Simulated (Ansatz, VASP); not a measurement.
## Two plane-wave programs on CuI

```
CELL_PARAMETERS angstrom
0.00000 3.03900 3.03900
3.03900 0.00000 3.03900
3.03900 3.03900 0.00000
ATOMIC_POSITIONS crystal
Cu 0.75000 0.75000 0.75000
I 0.00000 0.00000 0.00000
```

Alike in both runs: functional PBE; k mesh 8 × 8 × 8; occupations gaussian, width 0.02 eV; no spin polarisation.

Ansatz relaxed the structure, and its values are those at the end. VASP's run is a single point on that final structure, the one shown.

|  | VASP | Ansatz |
| --- | --- | --- |
| version | VASP 6.6.1 | Ansatz 0.2.0 |
| potentials or method | VASP PAW PBE potentials, release 64 (Cu, I) | scalar-relativistic, plane waves, PAW |
| plane-wave cutoff (eV) | 520 | 420 |
| valence electrons in the cell | 18 | 36 |

Ansatz gave:

| Property | Result |
| --- | --- |
| gap on the k mesh at the Fermi level (eV) | 1.10 |
| least direct gap on the mesh (eV) | 1.10 |
| pressure (GPa) | 0.0 |

Task: What did VASP give for the same quantities?

Result: gap on the k mesh at the Fermi level (eV): 1.13; least direct gap on the mesh (eV): 1.13; pressure (GPa): 0.4.

The two sets of potentials don't hold the same shells in valence.

Caveats: spin-orbit coupling is left out, which moves the levels of the heavy elements. PBE gaps usually lie below the measured ones, often by a third to a half.
